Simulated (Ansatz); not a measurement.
# BaTiO3 (Pm-3m) in Ansatz: notebook

One crystal, BaTiO3, is run at these levels: PBE; tasks: single point.

Everything below comes from runs of Ansatz 0.2.0. Logs are shortened: lines on timing, memory, paths and dates and some standing lists are left out, and cuts for length are marked.

**1. Starting point**

The structure is cubic, space group Pm-3m (No. 221). Conventional cell: a = 4.006 Å, b = 4.006 Å, c = 4.006 Å, α = 90.00°, β = 90.00°, γ = 90.00°. Around Ba (site symmetry m-3m) lie 12 O at 2.83 Å. Around Ti (site symmetry m-3m) lie 6 O at 2.00 Å. O (site symmetry 4/mmm) is surrounded by 2 Ti at 2.00 Å.

**2. Single point, PBE, 12.09 Å³/atom (volume scaled by 0.94)**

input.yaml reads:

```yaml
crystal:
  lattice:
    - [3.9242219515, 0.0, 0.0]
    - [0.0, 3.9242219515, 0.0]
    - [0.0, 0.0, 3.9242219515]
  atoms:
    - { symbol: Ba, position: [0.5, 0.5, 0.5] }
    - { symbol: Ti, position: [0.0, 0.0, 0.0] }
    - { symbol: O, position: [0.0, 0.0, 0.5] }
    - { symbol: O, position: [0.0, 0.5, 0.0] }
    - { symbol: O, position: [0.5, 0.0, 0.0] }
kpoints:
  mp_grid: { grid: [7, 7, 7] }
scf:
  occupations: { method: fermi_dirac, width: 0.05 }
hamiltonian:
  xc: pbe
  pseudopotentials: { kind: all_electron, lapw: { basis_error: 0.001 } }
output:
  forces: true
  stress: true
  eigenvalues: true
```

Potentials or basis: all-electron LAPW, scalar-relativistic.

Run with:

```bash
ansatz run input.yaml --threads 4 --pin off --max-ram 12288MiB --backend cpu --events-out ev --progress --plain --runs-dir out
```

The log of the run:

```text
Warning: RAYON_NUM_THREADS=4 ignored (pool sized by the plan → 4); use --threads N
LAPW: plane waves up to 10.283 Å⁻¹, error target 1.0e-3 eV per atom; small_component_spin mean_spin; O in spheres of 0.914 Å, 8 of its electrons in bands, Dirac shells []; Ti in spheres of 1.048 Å, 20 of its electrons in bands, Dirac shells []; Ba in spheres of 1.137 Å, 28 of its electrons in bands, Dirac shells [] (how accurate: hamiltonian.pseudopotentials.lapw.basis_error, Limitations)
Engine: ansatz 0.2.0, x86_64-unknown-linux-gnu
Pseudopotentials: kind: all_electron
Pseudopotential: Ba, LAPW, valence charge 28, lapw/all_electron/scalar/gaussian/Ba, Koelling and Harmon's equation, gaussian nucleus
Pseudopotential: Ti, LAPW, valence charge 20, lapw/all_electron/scalar/gaussian/Ti, Koelling and Harmon's equation, gaussian nucleus
Pseudopotential: O, LAPW, valence charge 8, lapw/all_electron/scalar/gaussian/O, Koelling and Harmon's equation, gaussian nucleus
Functional definition: PBE
  parameter kappa = 0.804
  parameter beta = 0.06672455060314922
  exchange = pbe_x(kappa = kappa, mu = beta*pi^2/3)
  correlation = pbe_c(beta = beta)
Crystal: 5 atoms, lattice volume = 60.431 Å³
Basis set: ecut = 402.8917456735335 eV, 1141 PW (Γ), exchange–correlation at level 2
Bands: 44, of which v1, the nominal top of the filled ones, is band 36 counted from 1 (35 counted from 0)
Symmetry: 48 space group operations
Space group: Pm-3m (ITA 221), of the structure as read, at distance tolerance 3.9e-5 Å
k-points: 20 of 343
Non-local potential: Ba, projectors of the file, none
Non-local potential: Ti, projectors of the file, none
Non-local potential: O, projectors of the file, none
Initial density: superposition of atomic densities (chi_scale 0.1, normalization cell, long waves kept (reshape's long-wave potential 0.00 eV rms))
Initial wavefunctions: plane waves of lowest kinetic energy (no species holds an atomic orbital)
Functional: x = pbe(κ = 0.804, μ = 0.2195149727645171), c = pbe(β = 0.06672455060314922)
iter 1 solved again at ethr=1.84e-2 eV; its pass at ethr=1.00e-1 eV (dr2=1.33e1 eV) is discarded
SCF iter   1: F=—  HF=-250764.953696 eV  |F-HF|=—  |Δ(HF+E_count)|=         —  Δρ=1.39e-1  dr2=1.32e1  ethr=1.84e-2  ⟨swp⟩=2.0  Hψ=5670  notcnv=0
preconditioner: auto → Resta (q_TF=auto, 2.809 Å⁻¹)  ε∞=3.4  [insulator: Δε(μ)=6.057 eV  Ē_g=19.167 eV  σ=0.050 eV  W_gap=1.00  n_scr=26 (ndim 8)  ℏωp=29.4 eV  f_vac=0.000  D(μ)=0.00/eV (n_scr^D=0)  ε∞_Penn≈3.4]
SCF iter   2: F=—  HF=-250760.729591 eV  |F-HF|=—  |Δ(HF+E_count)|=    4.22e0  Δρ=8.63e-2  dr2=6.18e0  ethr=1.84e-2  ⟨swp⟩=3.0  Hψ=3030  notcnv=0
SCF iter   3: F=—  HF=-250759.044324 eV  |F-HF|=—  |Δ(HF+E_count)|=    1.69e0  Δρ=4.91e-2  dr2=1.76e0  ethr=8.58e-3  ⟨swp⟩=3.0  Hψ=2733  notcnv=0
SCF iter   4: F=—  HF=-250758.646119 eV  |F-HF|=—  |Δ(HF+E_count)|=   3.98e-1  Δρ=2.15e-2  dr2=3.28e-1  ethr=2.45e-3  ⟨swp⟩=2.6  Hψ=2869  notcnv=0
SCF iter   5: F=—  HF=-250758.680600 eV  |F-HF|=—  |Δ(HF+E_count)|=         —  Δρ=1.33e-2  dr2=1.53e-1  ethr=4.56e-4  ⟨swp⟩=3.0  Hψ=2970  notcnv=0
the basis was enlarged: its passes take 236.9 KiB over the memory plan, 4 of 4 planned eigensolver slots
iter 6 solved again at ethr=1.69e-5 eV; its pass at ethr=2.12e-4 eV (dr2=1.22e-2 eV) is discarded
SCF iter   6: F=—  HF=-250758.629188 eV  |F-HF|=—  |Δ(HF+E_count)|=   5.14e-2  Δρ=3.75e-3  dr2=1.22e-2  ethr=1.69e-5  ⟨swp⟩=2.0  Hψ=4632  notcnv=0
SCF iter   7: F=—  HF=-250758.625444 eV  |F-HF|=—  |Δ(HF+E_count)|=   3.74e-3  Δρ=5.14e-4  dr2=2.57e-4  ethr=1.69e-5  ⟨swp⟩=2.0  Hψ=2757  notcnv=0
SCF iter   8: F=—  HF=-250758.625410 eV  |F-HF|=—  |Δ(HF+E_count)|=   3.41e-5  Δρ=1.06e-4  dr2=1.15e-5  ethr=3.57e-7  ⟨swp⟩=2.1  Hψ=2745  notcnv=0
SCF iter   9: F=—  HF=-250758.625405 eV  |F-HF|=—  |Δ(HF+E_count)|=   5.16e-6  Δρ=4.26e-5  dr2=1.75e-6  ethr=1.59e-8  ⟨swp⟩=2.6  Hψ=2764  notcnv=0
SCF iter  10: F=-250758.625404 eV  HF=-250758.625404 eV  |F-HF|=8.66e-8  |Δ(HF+E_count)|=   6.27e-7  Δρ=7.50e-6  dr2=5.34e-8  ethr=2.43e-9  ⟨swp⟩=2.0  Hψ=2740  notcnv=0
SCF 1 converged in 10 iterations: F = -250758.625404 eV  dr2 = 5.34e-8
SCF converged after 10 iterations
Free energy (F): -250758.625404 eV
Harris-Foulkes:  -250758.625404 eV  (|F-HF|=8.66e-8)
Internal energy: -250758.625404 eV  (E = F + TS)
E sigma→0 (E₀):  -250758.625404 eV
Fermi energy:    14.209474 eV
--- Per-component energies (eV) ---
  E_band       = -8604.700547
  E_kinetic    = 265491.854639
  E_xc         = -7245.919264
  E_electrostatic = -509004.560779  (all electrons and nuclei)
  E_smearing   = -0.000000  (= −TS)
  E_closure    = 0.000000  (closes the sum)
  E_atoms      = -250719.731630  (free atoms, spherical and without spin; not in F)
  Σ components = -250758.625404   (vs F -250758.625404, Δ=0.00e0)
  Basis errors (estimates in eV, not in F): energy 5.1e-4 per atom: plane waves 4.7e-4 (2.6e-4 summed), levels above the bands 1.2e-70, relativity 5.6e-8, radial functions 3.7e-5, core shells 6.4e-8; eigenvalues (radial functions only) 8.9e-6; not estimated: angular momenta, meshes, grids; target (lapw.basis_error) 1.0e-3; muffin-tin radii O 0.914 Å, Ti 1.048 Å, Ba 1.137 Å
--- Forces (eV/Å), atoms counted from 1 ---
  atom   1  Ba     0.00000000    -0.00000000     0.00000000
  atom   2  Ti    -0.00000000    -0.00000000     0.00000000
  atom   3  O      0.00000000     0.00000000     0.00000000
  atom   4  O      0.00000000    -0.00000000     0.00000000
  atom   5  O      0.00000000    -0.00000000     0.00000000
  max |Σ_I F_I| component: 2.84e-30 eV/Å
--- Stress (GPa, compression-positive) ---
       13.744281       0.000000       0.000000
        0.000000      13.744281       0.000000
        0.000000       0.000000      13.744281
  P = ⅓ Tr σ = 13.7443 GPa (137.443 kbar)
--- Band table (eV; the first three rows and the last of 20) ---
  k-point 0: bands = ["-517.7418", "-490.5764", "-490.5764", "-490.5764", "-424.9683", "-424.9683", "-424.9683", "-220.6711", "-157.7955", "-157.7955", "-157.7955", "-66.5893", "-66.5893", "-66.5874", "-66.5874", "-66.5874", "-43.0501", "-19.3126", "-19.3126", "-19.3126", "-11.2587", "-3.7226", "-3.0886", "-3.0886", "3.5327", "3.5327", "3.5327", "11.0226", "11.0226", "11.0226", "12.0224", "12.0224", "12.0224", "13.1954", "13.1954", "13.1954", "15.1641", "15.1641", "15.1641", "17.6229", "17.6229", "18.4909", "18.4909", "21.4002"]
  k-point 1: bands = ["-517.7418", "-490.5764", "-490.5764", "-490.5764", "-424.9683", "-424.9683", "-424.9683", "-220.6711", "-157.7955", "-157.7955", "-157.7955", "-66.5893", "-66.5893", "-66.5874", "-66.5874", "-66.5874", "-43.0499", "-19.3261", "-19.3121", "-19.3121", "-11.2278", "-3.7521", "-3.0813", "-3.0581", "3.5706", "3.5706", "3.6361", "10.6523", "10.9484", "10.9484", "11.7995", "11.7995", "11.8427", "12.6777", "13.0392", "13.0392", "15.1910", "15.5995", "15.5995", "17.6271", "18.1974", "18.8771", "18.8996", "21.8993"]
  k-point 2: bands = ["-517.7418", "-490.5764", "-490.5764", "-490.5764", "-424.9683", "-424.9683", "-424.9683", "-220.6711", "-157.7955", "-157.7955", "-157.7955", "-66.5893", "-66.5893", "-66.5874", "-66.5874", "-66.5874", "-43.0493", "-19.3562", "-19.3109", "-19.3109", "-11.1567", "-3.9013", "-3.0648", "-2.8878", "3.6592", "3.6592", "3.8656", "9.8371", "10.6954", "10.6954", "11.4850", "11.4969", "11.4969", "11.8520", "12.7728", "12.7728", "15.2530", "16.4114", "16.4114", "17.6322", "19.1442", "19.7702", "19.9416", "21.9872"]
  k-point 19: bands = ["-517.7418", "-490.5764", "-490.5764", "-490.5764", "-424.9683", "-424.9683", "-424.9683", "-220.6711", "-157.7955", "-157.7955", "-157.7955", "-66.5892", "-66.5892", "-66.5874", "-66.5874", "-66.5874", "-43.0461", "-19.3722", "-19.3720", "-19.3720", "-10.9134", "-2.8768", "-2.7860", "-2.7860", "2.7413", "2.7413", "2.8754", "8.8062", "9.3228", "9.3228", "10.7153", "10.9228", "10.9228", "13.0870", "13.0870", "13.1668", "17.7235", "17.7235", "17.7266", "20.6046", "20.6046", "20.6779", "21.4847", "21.4847"]
```

Run time: 19 s. Hardware: 4 threads of Intel Xeon at 2.50GHz (Skylake/Cascade Lake), shared host; peak memory 0.53 GiB.

What came out:

* Free energy: -250758.6254 eV
* Pressure: 13.7 GPa
* Band gap on the k mesh: 1.97 eV, direct

Caveat: spin-orbit coupling is left out, which moves the levels of the heavy elements; an odd mesh through Γ misses points on the zone boundary, where band edges often lie.

**3. Single point, PBE, 12.34 Å³/atom (volume scaled by 0.96)**

Changes to input.yaml since step 2:

```diff
@@ -2,5 +2,5 @@
   lattice:
-    - [3.9242219515, 0.0, 0.0]
-    - [0.0, 3.9242219515, 0.0]
-    - [0.0, 0.0, 3.9242219515]
+    - [3.9518582279, 0.0, 0.0]
+    - [0.0, 3.9518582279, 0.0]
+    - [0.0, 0.0, 3.9518582279]
   atoms:
```

Potentials or basis: all-electron LAPW, scalar-relativistic.

Run with:

```bash
ansatz run input.yaml --threads 4 --pin off --max-ram 12288MiB --backend cpu --events-out ev --progress --plain --runs-dir out
```

Run time: 20 s. Hardware: 4 threads of Intel Xeon at 2.50GHz (Skylake/Cascade Lake), shared host; peak memory 0.53 GiB.

The run converged. Its results:

| Item | Value |
| --- | --- |
| Free energy | -250758.7174 eV |
| Pressure | 9.3 GPa |
| Band gap on the k mesh | 1.95 eV, direct |

Caveat: spin-orbit coupling is left out, which moves the levels of the heavy elements; an odd mesh through Γ misses points on the zone boundary, where band edges often lie.

**4. Single point, PBE, 12.60 Å³/atom (volume scaled by 0.98)**

Changes to input.yaml since step 3:

```diff
@@ -2,5 +2,5 @@
   lattice:
-    - [3.9518582279, 0.0, 0.0]
-    - [0.0, 3.9518582279, 0.0]
-    - [0.0, 0.0, 3.9518582279]
+    - [3.9791132838, 0.0, 0.0]
+    - [0.0, 3.9791132838, 0.0]
+    - [0.0, 0.0, 3.9791132838]
   atoms:
```

Run with:

```bash
ansatz run input.yaml --threads 4 --pin off --max-ram 12288MiB --backend cpu --events-out ev --progress --plain --runs-dir out
```

Wall time 20 s (4 threads of Intel Xeon at 2.50GHz (Skylake/Cascade Lake), shared host); peak memory 0.53 GiB.

Results (log left out):

```
Free energy            : -250758.7754 eV
Pressure               : 5.3 GPa
Band gap on the k mesh : 1.91 eV, indirect (least direct gap 1.93 eV)
```

Caveat: spin-orbit coupling is left out, which moves the levels of the heavy elements; an odd mesh through Γ misses points on the zone boundary, where band edges often lie.

**5. Single point, PBE, 12.86 Å³/atom**

Changes to input.yaml since step 4:

```diff
@@ -2,5 +2,5 @@
   lattice:
-    - [3.9791132838, 0.0, 0.0]
-    - [0.0, 3.9791132838, 0.0]
-    - [0.0, 0.0, 3.9791132838]
+    - [4.006, 0.0, 0.0]
+    - [0.0, 4.006, 0.0]
+    - [0.0, 0.0, 4.006]
   atoms:
```

Run with:

```bash
ansatz run input.yaml --threads 4 --pin off --max-ram 12288MiB --backend cpu --events-out ev --progress --plain --runs-dir out
```

Run time: 19 s. Hardware: 4 threads of Intel Xeon at 2.50GHz (Skylake/Cascade Lake), shared host; peak memory 0.53 GiB.

The run converged. Its results:

```yaml
Free_energy: -250758.8029 eV
Pressure: 1.7 GPa
Band_gap_on_the_k_mesh: 1.86 eV, indirect (least direct gap 1.91 eV)
```

Caveat: spin-orbit coupling is left out, which moves the levels of the heavy elements; an odd mesh through Γ misses points on the zone boundary, where band edges often lie.

**6. Single point, PBE, 13.11 Å³/atom (volume scaled by 1.02)**

Changes to input.yaml since step 5:

```diff
@@ -2,5 +2,5 @@
   lattice:
-    - [4.006, 0.0, 0.0]
-    - [0.0, 4.006, 0.0]
-    - [0.0, 0.0, 4.006]
+    - [4.0325305745, 0.0, 0.0]
+    - [0.0, 4.0325305745, 0.0]
+    - [0.0, 0.0, 4.0325305745]
   atoms:
```

Potentials or basis: all-electron LAPW, scalar-relativistic.

Run with:

```bash
ansatz run input.yaml --threads 4 --pin off --max-ram 12288MiB --backend cpu --events-out ev --progress --plain --runs-dir out
```

Run time: 18 s. Hardware: 4 threads of Intel Xeon at 2.50GHz (Skylake/Cascade Lake), shared host; peak memory 0.53 GiB.

Results (log left out):

```yaml
Free_energy: -250758.8031 eV
Pressure: -1.6 GPa
Band_gap_on_the_k_mesh: 1.82 eV, indirect (least direct gap 1.89 eV)
```

Caveat: spin-orbit coupling is left out, which moves the levels of the heavy elements; an odd mesh through Γ misses points on the zone boundary, where band edges often lie.

**7. Single point, PBE, 13.37 Å³/atom (volume scaled by 1.04)**

Changes to input.yaml since step 6:

```diff
@@ -2,5 +2,5 @@
   lattice:
-    - [4.0325305745, 0.0, 0.0]
-    - [0.0, 4.0325305745, 0.0]
-    - [0.0, 0.0, 4.0325305745]
+    - [4.0587165717, 0.0, 0.0]
+    - [0.0, 4.0587165717, 0.0]
+    - [0.0, 0.0, 4.0587165717]
   atoms:
```

Run with:

```bash
ansatz run input.yaml --threads 4 --pin off --max-ram 12288MiB --backend cpu --events-out ev --progress --plain --runs-dir out
```

It took 20 s on 4 threads of Intel Xeon at 2.50GHz (Skylake/Cascade Lake), shared host; peak memory 0.53 GiB.

The run converged. Its results:

```yaml
Free_energy: -250758.7787 eV
Pressure: -4.4 GPa
Band_gap_on_the_k_mesh: 1.77 eV, indirect (least direct gap 1.86 eV)
```

Caveat: spin-orbit coupling is left out, which moves the levels of the heavy elements; an odd mesh through Γ misses points on the zone boundary, where band edges often lie.

**8. Single point, PBE, 13.63 Å³/atom (volume scaled by 1.06)**

Changes to input.yaml since step 7:

```diff
@@ -2,5 +2,5 @@
   lattice:
-    - [4.0587165717, 0.0, 0.0]
-    - [0.0, 4.0587165717, 0.0]
-    - [0.0, 0.0, 4.0587165717]
+    - [4.0845689666, 0.0, 0.0]
+    - [0.0, 4.0845689666, 0.0]
+    - [0.0, 0.0, 4.0845689666]
   atoms:
```

Run with:

```bash
ansatz run input.yaml --threads 4 --pin off --max-ram 12288MiB --backend cpu --events-out ev --progress --plain --runs-dir out
```

Wall time 24 s (4 threads of Intel Xeon at 2.50GHz (Skylake/Cascade Lake), shared host); peak memory 0.53 GiB.

The run converged. Its results:

- Free energy: -250758.7324 eV
- Pressure: -7.0 GPa
- Band gap on the k mesh: 1.73 eV, indirect (least direct gap 1.84 eV)

Caveat: spin-orbit coupling is left out, which moves the levels of the heavy elements; an odd mesh through Γ misses points on the zone boundary, where band edges often lie.
